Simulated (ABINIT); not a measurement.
BaTiO3 (Barioperovskite), 5 atoms in the cell. The typed cell holds 5 atoms: a = 3.986 Å, b = 4.018 Å, c = 4.018 Å, α = 89.83°, β = 90.00°, γ = 90.00°.  The cell isn't the ideal one: atoms moved at random, drawn with an rms of 0.05 Å.

```yaml
Program: ABINIT 10.8.3 (patched build)
Task: single point
Functional: PBE
Potentials_or_basis: JTH PAW PBE v2.0
Cutoff: 626 eV
k_mesh: 7 × 7 × 7
Occupations: fermi-dirac, width 0.05 eV
Spin: no spin polarisation
Fine-grid_cutoff: 1224.51 eV
```

Potentials or basis: JTH PAW PBE v2.0.

Command:

```sh
$ mpirun --bind-to none -np 4 abinit run.abi > log 2>&1
```

Hardware: 4 MPI ranks on Arm Neoverse V1, with other jobs on the host.

Task: How long does it take, and how much memory?

Result: Wall time 120 s on 4 MPI ranks on Arm Neoverse V1, on a shared host, peak memory 0.64 GiB a rank. Counts: scf iterations 15, mpi ranks 4, k points 172, bands 24, plane waves 2304.
